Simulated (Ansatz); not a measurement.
RbBr (rocksalt): gap against strain (biaxial in x and y, z held)

Rocksalt RbBr, relaxed with r2SCAN in the PAW code Ansatz, then strained (biaxial in x and y, z held; changes of length per length, axes as in the cell below) with the atoms relaxed again within the symmetry that is left. Space group Fm-3m (No. 225), cubic; a = 6.922 Å in the conventional setting, 41.45 Å³ an atom. Rb is surrounded by 6 Br at 3.46 Å; Br is surrounded by 6 Rb at 3.46 Å. No spin polarisation and no zero-point or thermal motion.

```xyz
2
Lattice="0.0000 3.4608 3.4608 3.4608 0.0000 3.4608 3.4608 3.4608 0.0000" Properties=species:S:1:pos:R:3 pbc="T T T"
Rb    0.0000    0.0000    0.0000
Br    3.4608    3.4608    3.4608
```

Gaps are the least over each mesh (PBE 6×6×6, r2SCAN 6×6×6, HSE06 4×4×4 when unstrained) and the special points, which keep their unstrained names; stress is the change from the unstrained cell, compression positive.

```csv
strain (%),"gap, PBE (eV)","gap, r2SCAN (eV)","gap, HSE06 (eV)","edges, HSE06","in-plane stress, r2SCAN (GPa)","energy rise, r2SCAN (meV/atom)"
-5.57,4.543,5.154,5.721,Γ,+3.33,40.7
0.0,4.291,4.893,5.443,Γ,0.00,0.0
+2.42,4.162,4.759,5.305,Γ,-0.78,4.9
+2.43,4.162,4.759,5.304,Γ,-0.78,5.0
```

Q: Estimate the row for a strain of +2.73 %.

A:
```csv
strain (%),"gap, PBE (eV)","gap, r2SCAN (eV)","gap, HSE06 (eV)","edges, HSE06","in-plane stress, r2SCAN (GPa)","energy rise, r2SCAN (meV/atom)"
+2.73,4.147,4.743,5.288,Γ,-0.85,6.2
```

Between zero and the nearest strains the slope of the HSE06 gap against strain is -0.050 eV per percent for negative and -0.057 for positive strain.

The runs are scalar-relativistic, without spin-orbit coupling.

The meshes of the hybrids are coarse, so their gaps aren't converged to the digits shown.
